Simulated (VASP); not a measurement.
Wanted: the native input for a VASP 6.6.1 run.

- Task: band structure
- Functional: PBE
- Potentials or basis: VASP PAW PBE potentials, release 64 (Cd, Se)
- Cutoff: 520 eV
- k mesh: 6 × 6 × 6
- Occupations: gaussian, width 0.03 eV
- Spin: no spin polarisation
- Grid for exact exchange (PRECFOCK): Fast
- Further INCAR settings: ALGO = Normal; EDIFF = 1e-07; NBANDS = 16

The structure of CdSe lies in POSCAR:

```
CdSe                                    
1.0
    0.0000000000      3.0462087307      3.0462087307
    3.0462087307      0.0000000000      3.0462087307
    3.0462087307      3.0462087307      0.0000000000
  Cd              Se            
     1     1
Direct
     0.0000000000000000    0.0000000000000000    0.0000000000000000
     0.7500000000000000    0.7500000000000000    0.7500000000000000
```

Measurements of this composition are mostly on another form, of space group No. 186.

These files were run (other wordings do the same):

INCAR

```
PREC = Accurate ; ENCUT = 520
EDIFF = 1E-7 ; ISMEAR = 0
SIGMA = 0.03 ; LREAL = False
LASPH = True ; NELM = 80
ALGO = Normal ; ISIF = 2
LWAVE = False ; LCHARG = False
GGA = PE ; NBANDS = 16
KPAR = 4
```

KPOINTS

```
Automatic mesh
0
Gamma
  6 6 6
```

KPOINTS_OPT

```
explicit points
6
Reciprocal
 0.0000000000  0.0000000000  0.0000000000 1
 0.3750000000  0.3750000000  0.7500000000 1
 0.5000000000  0.5000000000  0.5000000000 1
 0.6250000000  0.2500000000  0.6250000000 1
 0.5000000000  0.2500000000  0.7500000000 1
 0.5000000000  0.0000000000  0.5000000000 1
```

Potentials or basis: VASP PAW PBE potentials, release 64 (Cd, Se).

Run with:

```sh
$ cat potpaw_PBE.64/Cd/POTCAR potpaw_PBE.64/Se/POTCAR > POTCAR
$ mpirun -np 4 vasp_std > vasp.out
```

Results of the run:

```json
{
 "Pressure": "2.9 GPa",
 "Band gap on the k mesh": "0.60 eV, direct",
 "Band gap along the path": "0.60 eV, direct"
}
```

Wall time 5.2 s on 4 MPI ranks on Intel(R) Xeon(R) Platinum 8488C (Sapphire Rapids) (shared host), peak memory 0.18 GiB a rank.
